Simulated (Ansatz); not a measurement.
Start from CaF2 in the fluorite structure (space group Fm-3m, No. 225).

```
CELL_PARAMETERS angstrom
      0.00000     2.71026     2.71026
      2.71026     0.00000     2.71026
      2.71026     2.71026     0.00000
ATOMIC_POSITIONS crystal
  Ca 0.00000 0.00000 0.00000
  F  0.25000 0.25000 0.25000
  F  0.75000 0.75000 0.75000
```

Cartesian axes are those of the cell as printed.

Calculations: PBEsol (Ansatz, an electronic-structure program), no SOC.

It is then changed as follows: tensor shear ε_xy = −0.92 % (engineering shear γ = -0.0184); the atoms relax in the strained cell.

Estimate the effect on the energy relative to the base and stress.

The energy increases by 0.4 meV/atom; the stress (xx, yy, zz, yz, xz, xy; compression positive) is (0.02, 0.02, 0.02, 0.00, 0.00, 0.60) GPa.

Whether these cells are dynamically stable was not tested.
